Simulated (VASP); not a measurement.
The system is W.

```
W
1.0
    -1.58234    1.58234    1.58234
     1.58234   -1.58234    1.58234
     1.58234    1.58234   -1.58234
W
1
Cartesian
  0.0000 0.0000 0.0000
```

Base run:

```yaml
Program: VASP 6.6.1
Functional: LDA
Potentials_or_basis: VASP PAW LDA potentials, release 64 (W_sv)
Cutoff: 520 eV
k_mesh: 12 × 12 × 12
Occupations: fermi-dirac, width 0.05 eV
Spin: no spin polarisation
Hubbard_terms: W d U = 6 eV
```

Its results: band gap on the k mesh none (metal or under the smearing width); pressure 11.1 GPa.

**Question.** After a change of settings the same cell gave: band gap on the k mesh none (metal or under the smearing width); pressure 7.7 GPa. Which change was it?
A. hubbard terms from W d U = 6 eV to none
B. hubbard terms from W d U = 6 eV to W d U = 5 eV
C. hubbard terms from W d U = 6 eV to W d U = 8 eV

**Answer.** B.

Caveats: U without spin polarisation on a metal has little footing; the U is typed as a test and isn't derived for this compound.

Not every run made on this cell is shown here.
